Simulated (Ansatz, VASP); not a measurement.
**Cd in VASP and in Ansatz**

```
Cd
1.0
     2.99679    0.00000    0.00000
     0.00000    2.99679    0.00000
     0.00000    0.00000    2.99679
Cd
1
Direct
  0.50000 0.50000 0.50000
```

Alike in both runs: functional PBE; k mesh 18 × 18 × 18; occupations gaussian, width 0.1 eV; no spin polarisation.

Ansatz relaxed the structure, and its values are those at the end. VASP's run is a single point on that final structure, the one shown.

|  | VASP | Ansatz |
| --- | --- | --- |
| version | VASP 6.6.1 | Ansatz 0.2.0 |
| potentials or method | VASP PAW PBE potentials, release 64 (Cd) | scalar-relativistic, plane waves, PAW |
| plane-wave cutoff (eV) | 520 | 420 |
| valence electrons in the cell | 12 | 20 |

```csv
,VASP,Ansatz,Ansatz less VASP
gap on the k mesh at the Fermi level (eV),none,none,-
pressure (GPa),0.3,0.0,-0.25
```

A gap of «none» marks a metal or a gap that the smearing closes. With one functional, cell and mesh, what is left measures potentials, basis and numerics. The two sets of potentials don't hold the same shells in valence.
